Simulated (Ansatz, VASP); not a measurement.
## ZnO in VASP and in Ansatz

The input INCAR:

```
PREC     = Accurate       # precision mode
ENCUT    = 520            # plane-wave cutoff, eV
EDIFF    = 1E-7           # SCF threshold, eV
ISMEAR   = -1             # smearing method
SIGMA    = 0.05           # smearing width, eV
LREAL    = False          # projectors in reciprocal space
LASPH    = True           # aspherical terms in the spheres
NELM     = 80             # most SCF steps
ALGO     = Normal         # electronic algorithm
ISIF     = 2              # what is computed and relaxed
LWAVE    = False          # write WAVECAR
LCHARG   = False          # write CHGCAR
GGA      = PE             # functional
NBANDS   = 16             # bands
```

File KPOINTS:

```
Automatic mesh
0
Gamma
  10 10 9
```

The input POSCAR:

```
ZnO
1.0
    1.4138596525     -3.4794109133      0.0000000000
    1.4138596525      3.4794109133      0.0000000000
    0.0000000000      0.0000000000      2.8001273243
Zn O
1 1
Direct
    0.0000000000      0.0000000000      0.0000000000
    0.5000000000      0.5000000000      0.5000000000
```

Contents of input.yaml:

```yaml
crystal:
  lattice:
    - [1.4138596525, -3.4794109133, 0.0]
    - [1.4138596525, 3.4794109133, 0.0]
    - [0.0, 0.0, 2.8001273243]
  atoms:
    - { symbol: Zn, position: [0.0, 0.0, 0.0] }
    - { symbol: O, position: [0.5, 0.5, 0.5] }
hamiltonian:
  xc: pbe
  pseudopotentials: { kind: paw }
kpoints:
  mp_grid: { grid: [10, 10, 9] }
scf:
  occupations: { method: fermi_dirac, width: 0.05 }
output:
  forces: true
  stress: true
  eigenvalues: true
  write_density: true
  write_potential: true
  elf: true
  volumetric_format: npy
```

Change from the starting cell: volume scaled by 0.96.

Alike in both runs: task single point; functional PBE; k mesh 10 × 10 × 9; occupations fermi-dirac, width 0.05 eV; no spin polarisation.

|  | VASP | Ansatz |
| --- | --- | --- |
| version | VASP 6.6.1 | Ansatz 0.2.0 |
| potentials or method | VASP PAW PBE potentials, release 64 (Zn, O) | Ansatz PAW |
| plane-wave cutoff (eV) | 520 | 420 |
| valence electrons in the cell | 18 | 18 |

Ansatz gave:

| Property | Result |
| --- | --- |
| gap on the k mesh at the Fermi level (eV) | none |
| pressure (GPa) | 4.9 |
| largest component of the traceless stress (GPa) | 4.62 |

Problem. Estimate VASP's values.

Solution. gap on the k mesh at the Fermi level (eV): none; pressure (GPa): 5.9; largest component of the traceless stress (GPa): 5.74.

A gap of «none» marks a metal or a gap that the smearing closes. With one functional, cell and mesh, what is left measures potentials, basis and numerics.

Caveats: the pressure holds a Pulay correction of +0.6 GPa for the finite cutoff (Ansatz).
